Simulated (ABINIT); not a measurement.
The system is SnSe.

```
Sn Se
1.0
     0.00000    3.01000    3.01000
     3.01000    0.00000    3.01000
     3.01000    3.01000    0.00000
Sn Se
1 1
Direct
  0.00000 0.00000 0.00000
  0.50000 0.50000 0.50000
```

Measurements of this composition are mostly on another form, of space group No. 62.

Base run:

* Program: ABINIT 10.8.3 (patched build)
* Functional: PBEsol
* Potentials or basis: JTH PAW PBE v2.0
* Cutoff: 599 eV
* k mesh: 8 × 8 × 8
* Occupations: fermi-dirac, width 0.05 eV
* Spin: spin-orbit coupling, no magnetisation

Its results: pressure -2.0 GPa.

Task: The run is repeated on the same cell with these changes: functional from PBEsol to RPBE. What comes out?

Result: Pressure 2.5 GPa.

RPBE binds less tightly than PBEsol, so the same cell stands under more pressure.

Caveats: the PAW data sets were made with another functional, which shifts forces and pressure a little.
